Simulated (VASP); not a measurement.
# Mg (P1) in VASP: settings compared

The runs below take Mg through relaxation of cell and atoms, single point, with PBE, LDA, HSE06+TS-HI.

Everything below comes from runs of VASP 6.6.1. Logs are shortened: lines on timing, memory, paths and dates and some standing lists are left out, and cuts for length are marked.

**1. The cell of the first run**

The typed cell holds 4 atoms: a = 3.209 Å, b = 5.210 Å, c = 5.559 Å, α = 90.00°, β = 90.00°, γ = 90.00°.

**2. Relaxation of cell and atoms, PBE (all atoms moved at random, sigma 0.1 Å a component)**

The input, INCAR:

```
PREC = Accurate ; ENCUT = 600
EDIFF = 1E-7 ; ISMEAR = 1
SIGMA = 0.2 ; LREAL = False
LASPH = True ; NELM = 100
ALGO = Normal ; ISIF = 3
LWAVE = False ; LCHARG = False
GGA = PE ; IBRION = 2
NSW = 40 ; EDIFFG = -0.005
```

The input, KPOINTS:

```
regular mesh
0
Gamma
  8 5 5
```

The input, POSCAR:

```
Mg
1.0
   -3.2092715300      0.0000000000      0.0000000000
    0.0000000000      0.0000000000     -5.2103300000
    0.0000000000     -5.5586213500      0.0000000000
Mg
4
Direct
    0.4786531700      0.7694062400      0.1983416200
    0.9776270300      0.7286652600      0.6735400000
    0.0172647300      0.2469872100      0.3123387600
    0.5264550700      0.2549412900      0.8157796200
```

Potentials or basis: VASP PAW PBE potentials, release 64 (Mg).

On the command line:

```console
> cat potpaw_PBE.64/Mg/POTCAR > POTCAR
> mpirun -np 1 vasp_std > vasp.out
```

OUTCAR:

```text
PREC = Accurate
   ENCUT = 600
   EDIFF = 1E-7
   ISMEAR = 1
   LREAL = False
   LASPH = True
   NELM = 100
   ISIF = 3
   GGA = PE
   IBRION = 2
   NSW = 40
   EDIFFG = -0.005

 ion  position               nearest neighbor table
   1  0.479  0.769  0.198-   3 2.96   3 3.10   2 3.10   2 3.10   3 3.16   3 3.29   4 3.31   2 3.33
                             2 3.34   4 3.43
   2  0.978  0.729  0.674-   4 2.97   1 3.10   1 3.10   4 3.13   4 3.20   3 3.22   1 3.33   1 3.34
                             4 3.35   3 3.37
   3  0.017  0.247  0.312-   1 2.96   1 3.10   1 3.16   4 3.18   4 3.21   4 3.21   2 3.22   4 3.24
                             1 3.29   2 3.37
   4  0.526  0.255  0.816-   2 2.97   2 3.13   3 3.18   2 3.20   3 3.21   3 3.21   3 3.24   1 3.31
                             2 3.35   1 3.43

  LATTYP: Found a simple orthorhombic cell.
 ALAT       =     3.2092715300
 B/A-ratio  =     1.6235242021
 C/A-ratio  =     1.7320508091

  Lattice vectors:

 A1 = (  -3.2092715300,   0.0000000000,   0.0000000000)
 A2 = (   0.0000000000,   0.0000000000,  -5.2103300000)
 A3 = (   0.0000000000,  -5.5586213500,   0.0000000000)

Analysis of symmetry for initial positions (statically):
=====================================================================
 Subroutine PRICEL returns:
 Original cell was already a primitive cell.

 Routine SETGRP: Setting up the symmetry group for a
 simple orthorhombic supercell.

 Subroutine GETGRP returns: Found  1 space group operations
 (whereof  1 operations were pure point group operations)
 out of a pool of  8 trial point group operations.

The static configuration has the point symmetry C_1 .

Analysis of symmetry for dynamics (positions and initial velocities):
=====================================================================
 Subroutine PRICEL returns:
 Original cell was already a primitive cell.

 Routine SETGRP: Setting up the symmetry group for a
 simple orthorhombic supercell.

 Subroutine GETGRP returns: Found  1 space group operations
 (whereof  1 operations were pure point group operations)
 out of a pool of  8 trial point group operations.

The dynamic configuration has the point symmetry C_1 .

 Subroutine INISYM returns: Found  1 space group operations
 (whereof  1 operations are pure point group operations),
 and found     1 'primitive' translations

----------------------------------------------------------------------------------------

                                     Primitive cell

  volume of cell :      92.9477

  direct lattice vectors                    reciprocal lattice vectors
    -3.209271530  0.000000000  0.000000000    -0.311597193  0.000000000  0.000000000
     0.000000000  0.000000000 -5.210330000     0.000000000  0.000000000 -0.191926423
     0.000000000 -5.558621350  0.000000000     0.000000000 -0.179900723  0.000000000

  length of vectors
     3.209271530  5.210330000  5.558621350     0.311597193  0.191926423  0.179900723

  position of ions in fractional coordinates (direct lattice)
     0.478653170  0.769406240  0.198341620
     0.977627030  0.728665260  0.673540000
     0.017264730  0.246987210  0.312338760
     0.526455070  0.254941290  0.815779620

  ion indices of the primitive-cell ions
   primitive index   ion index
                 1           1
                 2           2
                 3           3
                 4           4

----------------------------------------------------------------------------------------

 KPOINTS: regular mesh

Automatic generation of k-mesh.
 Grid dimensions read from file:
 generate k-points for:    8    5    5

 Generating k-lattice:

  Cartesian coordinates                     Fractional coordinates (reciprocal lattice)
    -0.038949649  0.000000000  0.000000000     0.125000000  0.000000000  0.000000000
     0.000000000  0.000000000 -0.038385285     0.000000000  0.200000000  0.000000000
     0.000000000 -0.035980145  0.000000000     0.000000000  0.000000000  0.200000000

  Length of vectors
     0.038949649  0.038385285  0.035980145

  Shift w.r.t. Gamma in fractional coordinates (k-lattice)
     0.000000000  0.000000000  0.000000000

 Subroutine IBZKPT returns following result:
 ===========================================

 Found    101 irreducible k-points:

 Following reciprocal coordinates:
            Coordinates               Weight
  0.000000  0.000000  0.000000      1.000000
  0.125000  0.000000  0.000000      2.000000
  0.250000  0.000000  0.000000      2.000000
  0.375000  0.000000  0.000000      2.000000
  0.500000  0.000000  0.000000      1.000000
  0.000000  0.200000  0.000000      2.000000
[... 16 lines left out ...]
  0.125000  0.000000  0.200000      2.000000
  0.125000  0.000000 -0.200000      2.000000
 [... further k-points ...]
   k-points           NKPTS =    101   k-points in BZ     NKDIM =    101   number of bands    NBANDS=      8
   number of dos      NEDOS =    301   number of ions     NIONS =      4
[... 23 lines left out ...]
   ISYM   =      2    0-nonsym 1-usesym 2-fastsym
   POTIM  = 0.5000    time-step for ionic-motion
   TEBEG  =    0.0;   TEEND  =   0.0 temperature during run
   PSTRESS=    0.0 pullay stress
   NELECT =       8.0000    total number of electrons
   NUPDOWN=      -1.0000    fix difference up-down
   EMIN   =  10.00;   EMAX   =-10.00  energy-range for DOS
   EFERMI =   0.00;   METHOD = LEGACY
   ISMEAR =     1;   SIGMA  =   0.20  broadening in eV -4-tet -1-fermi 0-gaus
   EFERMI_NEDOS =   21; number of points for ismear=-14 and -15
   IALGO  =     38    algorithm
   IMIX   =      4    mixing-type and parameters
     AMIX     =   0.40;   BMIX     =  1.00
     AMIX_MAG =   1.60;   BMIX_MAG =  1.00
  volume/ion in A,a.u.               =      23.24       156.81
  Fermi-wavevector in a.u.,A,eV,Ry     =   0.722812  1.365916  7.108458  0.522457
  Thomas-Fermi vector in A             =   1.812869
   LORBIT       =      0    0 simple, 1 ext, 2 COOP (PROOUT), +10 PAW based schemes
   GGA     = PE    functional components
   LHFCALC =     F    Hartree Fock is set to
   AEXX    =    0.0000 exact exchange contribution
   IVDW    =     0    specifies the selected vdW correction
   LEPSILON=     F    determine dielectric tensor
   LRPA    =     F    only Hartree local field effects (RPA)
 conjugate gradient relaxation of ions
 non-spin polarized calculation
 Methfessel and Paxton  Order N= 1 SIGMA  =   0.20
  energy-cutoff  :      600.00
  volume of cell :       92.95
 maximum number of plane-waves:      3132
 NGX is ok and might be reduce to    28
   NGX = 13   NGY = 21   NGZ = 23

--------------------------------------- Ionic step        1  -------------------------------------------

 number of electron       8.0000000 magnetization

 Free energy of the ion-electron system (eV)
  ---------------------------------------------------
  ext. energy  EPLUGINS =         0.00000000
  ---------------------------------------------------
  free energy    TOTEN  =        -5.93740833 eV

  energy without entropy =       -5.94035406  energy(sigma->0) =       -5.93839024

------------------------ aborting loop because EDIFF is reached ----------------------------------------

  FORCE on cell =-STRESS in cart. coord.  units (eV):
  Direction    XX          YY          ZZ          XY          YZ          ZX
  --------------------------------------------------------------------------------------
  -------------------------------------------------------------------------------------
  Total        0.0289095     -0.7053307      0.3929092     -0.2211666     -0.0380556      0.0198941
  in kB        0.4983240    -12.1580686      6.7727331     -3.8123380     -0.6559793      0.3429217
  external PRESSURE =      -1.6290039 kB  Pullay stress =       0.0000000 kB
[... 95 lines left out ...]
  FREE ENERGIE OF THE ION-ELECTRON SYSTEM (eV)
  ---------------------------------------------------
  free  energy   TOTEN  =        -6.0075912186 eV

  energy  without entropy=       -6.0083131705  energy(sigma->0) =       -6.00783187

[... ionic steps 4 to 17 ...]

--------------------------------------- Ionic step       18  -------------------------------------------

 number of electron       8.0000000 magnetization

------------------------ aborting loop because EDIFF is reached ----------------------------------------
[... 71 lines left out ...]
--------------------------------------- Ionic step       20  -------------------------------------------

 number of electron       8.0000000 magnetization

 Free energy of the ion-electron system (eV)
  ---------------------------------------------------
  ext. energy  EPLUGINS =         0.00000000
  ---------------------------------------------------
  free energy    TOTEN  =        -6.04155022 eV

  energy without entropy =       -6.04417890  energy(sigma->0) =       -6.04242645

 E-fermi :   2.7047     XC(G=0):  -8.5034

 val. band max:        2.6684394195   @ k =   0.3750  -0.2000   0.0000
 cond. band min:       2.7142653213   @ k =   0.1250   0.0000   0.2000
 fundamental gap:      0.0458259019
 Fermi energy:         2.7046748179

 k-point     1 :       0.0000    0.0000    0.0000
  band No.  band energies     occupation
      1      -4.2945      2.00000
      2       0.5223      2.00000
      3       0.5438      2.00000
      4       0.9373      2.00000
      5       1.3658      2.00000
      6       5.3182     -0.00000
      7       5.6725     -0.00000
      8       5.9117     -0.00000
[... 243 lines left out ...]
 k-point    24 :       0.1250    0.0000   -0.2000
  band No.  band energies     occupation
      1      -3.8648      2.00000
      2      -0.9497      2.00000
      3       1.3308      2.00000
      4       1.7816      2.00000
      5       2.7173      0.89366
      6       4.0537     -0.00000
      7       4.7444     -0.00000
      8       6.7415      0.00000

 [... further k-points ...]

------------------------ aborting loop because EDIFF is reached ----------------------------------------

  FORCE on cell =-STRESS in cart. coord.  units (eV):
  Direction    XX          YY          ZZ          XY          YZ          ZX
  --------------------------------------------------------------------------------------
  -------------------------------------------------------------------------------------
  Total       -0.0104510     -0.0163370      0.0063511     -0.0074160      0.0018425     -0.0072042
  in kB       -0.1830722     -0.2861775      0.1112536     -0.1299071      0.0322755     -0.1261966
  external PRESSURE =      -0.1193321 kB  Pullay stress =       0.0000000 kB
[... 19 lines left out ...]
  FREE ENERGIE OF THE ION-ELECTRON SYSTEM (eV)
  ---------------------------------------------------
  free  energy   TOTEN  =        -6.0415502226 eV

  energy  without entropy=       -6.0441788962  energy(sigma->0) =       -6.04242645

 reached required accuracy - stopping structural energy minimisation
```

Run time: 17 min. Hardware: 1 thread of Intel Xeon Platinum 8175M at 2.50GHz (Skylake/Cascade Lake), shared host; peak memory 0.29 GiB.

What came out:

```yaml
Free_energy: -6.0416 eV
Relaxed_volume: 22.87 Å³/atom
Relaxed_cell: a = 3.188 Å, b = 5.200 Å, c = 5.516 Å, α = 90.02°, β = 89.96°, γ = 89.98°
Space_group_after_relaxing_to_0.05_Å: P6_3/mmc (No. 194)
Energy_gained_by_relaxing: 26.0 meV/atom
Ionic_steps: 20
Pressure_after_relaxing: 0.0 GPa
Largest_force_after_relaxing: 0.003 eV/Å
Band_gap_on_the_k_mesh: none (metal or under the smearing width)
```

Forces in eV/Å, atoms in the order of the input:
```
Mg   0.003  0.000 -0.001
Mg   0.000  0.002  0.000
Mg  -0.003 -0.001  0.000
Mg  -0.001 -0.001  0.000
```

Step by step:
| step | energy change (eV) | largest force (eV/Å) | pressure (GPa) | volume (Å³) |
| --- | --- | --- | --- | --- |
| 1 | 0.0000 | 0.5031 | -0.16 | 92.95 |
| 2 | -0.0324 | 0.4130 | -0.21 | 92.63 |
| 3 | -0.0702 | 0.1965 | -0.08 | 91.78 |
| 4 | -0.0710 | 0.1594 | -0.03 | 91.63 |
| 5 | -0.0829 | 0.0984 | 0.01 | 91.42 |
| 6 | -0.0880 | 0.1122 | 0.14 | 91.09 |
| 7 | -0.0882 | 0.1010 | 0.11 | 91.14 |
| 8 | -0.0925 | 0.0946 | -0.03 | 91.50 |
| 9 | -0.0960 | 0.0841 | -0.29 | 92.25 |
| 10 | -0.0988 | 0.0674 | -0.13 | 91.83 |
| 11 | -0.1011 | 0.0449 | 0.24 | 90.89 |
| 12 | -0.1035 | 0.0270 | 0.04 | 91.34 |
| 13 | -0.1035 | 0.0259 | 0.02 | 91.39 |
| 14 | -0.1037 | 0.0218 | -0.01 | 91.46 |
| 15 | -0.1038 | 0.0163 | -0.05 | 91.55 |
| 16 | -0.1039 | 0.0131 | -0.03 | 91.50 |
| 17 | -0.1040 | 0.0151 | 0.03 | 91.35 |
| 18 | -0.1041 | 0.0114 | 0.00 | 91.42 |
| 19 | -0.1041 | 0.0073 | -0.03 | 91.50 |
| 20 | -0.1041 | 0.0031 | -0.01 | 91.46 |

Final structure:
```cif
data_structure
_symmetry_space_group_name_H-M 'P 1'
_symmetry_Int_Tables_number 1
_cell_length_a 3.1884
_cell_length_b 5.2002
_cell_length_c 5.5163
_cell_angle_alpha 90.016
_cell_angle_beta 89.959
_cell_angle_gamma 89.980
_cell_volume 91.46
loop_
_atom_site_label
_atom_site_type_symbol
_atom_site_fract_x
_atom_site_fract_y
_atom_site_fract_z
_atom_site_occupancy
Mg1 Mg 0.50066 0.74994 0.16710 1
Mg2 Mg 0.00037 0.75005 0.66718 1
Mg3 Mg 0.99938 0.24998 0.33286 1
Mg4 Mg 0.49959 0.25004 0.83286 1
```

**3. Relaxation of cell and atoms, LDA (all atoms moved at random, sigma 0.1 Å a component)**

The input, INCAR:

```
SYSTEM = Mg
PREC     = Accurate       ! precision mode
ENCUT    = 600            ! plane-wave cutoff, eV
EDIFF    = 1E-6           ! SCF threshold, eV
ISMEAR   = 1              ! smearing method
SIGMA    = 0.2            ! smearing width, eV
LREAL    = .FALSE.        ! projectors in reciprocal space
LASPH    = .TRUE.         ! aspherical terms in the spheres
NELM     = 60             ! most SCF steps
ALGO     = Normal         ! electronic algorithm
ISIF     = 3              ! what is computed and relaxed
LWAVE    = .FALSE.        ! write WAVECAR
LCHARG   = .FALSE.        ! write CHGCAR
IBRION   = 2              ! ionic algorithm
NSW      = 60             ! ionic steps
EDIFFG   = -0.005         ! ionic threshold
```

The input, KPOINTS:

```
regular mesh
0
G
  8 5 5
  0 0 0
```

POSCAR is that of step 2.

Potentials or basis: VASP PAW LDA potentials, release 64 (Mg).

On the command line:

```console
> cat potpaw_LDA.64/Mg/POTCAR > POTCAR
> mpirun -np 1 vasp_std > vasp.out
```

It took 12 min on 1 thread of Intel Xeon Platinum 8175M at 2.50GHz (Skylake/Cascade Lake), shared host; peak memory 0.26 GiB.

The run converged. Its results:

- Free energy: -7.2585 eV
- Relaxed volume: 21.42 Å³/atom
- Relaxed cell: a = 3.122 Å, b = 5.092 Å, c = 5.390 Å, α = 90.00°, β = 89.99°, γ = 90.00°
- Space group after relaxing (to 0.05 Å): P6_3/mmc (No. 194)
- Energy gained by relaxing: 39.7 meV/atom
- Ionic steps: 20
- Pressure after relaxing: 0.0 GPa
- Largest force after relaxing: 0.003 eV/Å
- Band gap on the k mesh: none (metal or under the smearing width)

Forces on the atoms (eV/Å):
```
Mg   0.003  0.001  0.001
Mg   0.001  0.002 -0.001
Mg  -0.002 -0.001 -0.002
Mg  -0.002 -0.002  0.002
```

The path:
```tsv
step	energy change (eV)	largest force (eV/Å)	pressure (GPa)	volume (Å³)
1	0.0000	0.4460	-2.41	92.95
2	-0.0753	0.4358	-0.86	88.31
3	-0.0963	0.4149	0.73	84.68
4	-0.1200	0.2912	0.48	84.93
5	-0.1386	0.0868	0.14	85.42
6	-0.1436	0.0866	-0.06	85.83
7	-0.1467	0.0911	-0.39	86.60
8	-0.1494	0.0884	-0.25	86.32
9	-0.1517	0.0854	0.01	85.80
10	-0.1551	0.0666	0.03	85.70
11	-0.1567	0.0431	0.06	85.57
12	-0.1576	0.0308	0.00	85.70
13	-0.1578	0.0213	-0.05	85.81
14	-0.1583	0.0196	-0.01	85.72
15	-0.1586	0.0193	0.06	85.60
16	-0.1588	0.0134	-0.02	85.77
17	-0.1588	0.0136	-0.01	85.76
18	-0.1589	0.0076	-0.01	85.75
19	-0.1589	0.0058	-0.01	85.75
20	-0.1589	0.0033	0.01	85.70
```

Final structure:
```
Mg
1.0
    -3.12236   -0.00054   -0.00002
     0.00004    0.00011   -5.09242
    -0.00042   -5.38964   -0.00005
Mg
4
Direct
  0.50058 0.74999 0.16750
  0.00040 0.75001 0.66752
  0.99950 0.24987 0.33250
  0.49952 0.25013 0.83248
```

Levels at points of the mesh, in eV from the Fermi level:
| k point | band 2 | band 3 | band 4 | band 5 | band 6 | band 7 |
| --- | --- | --- | --- | --- | --- | --- |
| (0.00, 0.00, 0.00) | -2.26 | -2.21 | -1.85 | -1.38 | 2.71 | 3.04 |
| (0.50, 0.00, 0.00) | -3.49 | 0.99 | 0.99 | 1.31 | 1.31 | 1.66 |

LDA usually gives volumes a few per cent too small. Zero-point motion and thermal expansion aren't in these numbers.

**4. Single point, HSE06+TS-HI (all atoms moved at random, sigma 0.1 Å a component)**

The input, run.py:

```python
from ase.calculators.vasp import Vasp
from ase.dft.bandgap import bandgap
from ase.io import read

atoms = read('POSCAR')
calc = Vasp(
    directory='calc',
    xc='hse06',
    pp='PBE',
    setups='minimal',
    prec='Accurate',
    encut=500,
    ediff=1e-06,
    ismear=1,
    sigma=0.2,
    lreal=False,
    lasph=True,
    nelm=100,
    algo='Normal',
    isif=2,
    lwave=False,
    lcharg=True,
    precfock='Normal',
    ivdw=21,
    lelf=True,
    lvhar=True,
    kpts=[5, 3, 3],
    gamma=True,
    nbands=12,
)
atoms.calc = calc

print('energy (eV):', atoms.get_potential_energy())
print('free energy (eV):', atoms.get_potential_energy(force_consistent=True))
print('forces (eV/A):')
print(atoms.get_forces())
print('stress (eV/A^3, Voigt):', atoms.get_stress())
print('Fermi level (eV):', calc.get_fermi_level())
gap, top, bottom = bandgap(calc)
print('band gap (eV):', gap, 'from (spin, k, band)', top, 'to', bottom)
```

POSCAR is that of step 3.

Potentials or basis: VASP PAW PBE potentials, release 64 (Mg).

On the command line:

```console
> python run.py
```

Run time: 21 min. Hardware: 1 thread of Intel Xeon Platinum 8175M at 2.50GHz (Skylake/Cascade Lake), shared host; peak memory 0.3 GiB.

The run converged. Its results:

| Property | Result |
| --- | --- |
| Free energy | -7.7487 eV |
| Pressure | -4.2 GPa |
| Largest force | 0.497 eV/Å |
| Band gap on the k mesh | none (metal or under the smearing width) |
| Dispersion energy per atom | -0.439 eV |

Forces on the atoms (eV/Å):
```
Mg  -0.139  0.401  0.258
Mg  -0.163 -0.071 -0.290
Mg   0.122 -0.192 -0.199
Mg   0.180 -0.137  0.231
```

Stress tensor (GPa, compression positive):
```
-4.14 -0.03  0.05
-0.03 -6.16 -0.07
 0.05 -0.07 -2.30
```

Levels at points of the mesh, in eV from the Fermi level:
```
           k point  band 1  band 2  band 3  band 4  band 5  band 6  band 7  band 8
(0.00, 0.00, 0.00)   -8.10   -2.63   -2.57   -2.00   -1.56    2.83    3.39    3.42
```

Caveat: the k mesh is coarse (spacing up to 0.40 Å⁻¹), so the values aren't converged, least of all with exact exchange; the PAW data sets were made with another functional, which shifts forces and pressure a little; pairwise dispersion overbinds metals, which lowers pressure and volume.

**5. Summary**

| task | level | potentials or basis | cell | k mesh | cutoff (eV) | grid for exact exchange (PRECFOCK) | screening parameter | mesh quality | gap on the mesh (eV) | pressure (GPa) | relaxed volume (Å³/atom) |
| --- | --- | --- | --- | --- | --- | --- | --- | --- | --- | --- | --- |
| relaxation of cell and atoms | PBE | VASP PAW PBE potentials, release 64 (Mg) | relaxed from: all atoms moved at random, sigma 0.1 Å a component | 8 × 5 × 5 | 600 | - | - | not flagged | none | 0.0 | 22.87 |
| relaxation of cell and atoms | LDA | VASP PAW LDA potentials, release 64 (Mg) | relaxed from: all atoms moved at random, sigma 0.1 Å a component | 8 × 5 × 5 | 600 | - | - | not flagged | none | 0.0 | 21.42 |
| single point | HSE06+TS-HI | VASP PAW PBE potentials, release 64 (Mg) | all atoms moved at random, sigma 0.1 Å a component | 5 × 3 × 3 | 500 | Normal | 0.200000 1/A | coarse | none | -4.2 | - |

Alike in all rows: no spin polarisation; smearing methfessel-paxton 0.2 eV.

Caveats: some runs use coarse meshes; the PAW data sets were made with another functional, which shifts forces and pressure a little (some runs); pairwise dispersion overbinds metals, which lowers pressure and volume (some runs).

Total energies depend on the potentials used, so only differences within one code and one set of settings carry meaning.
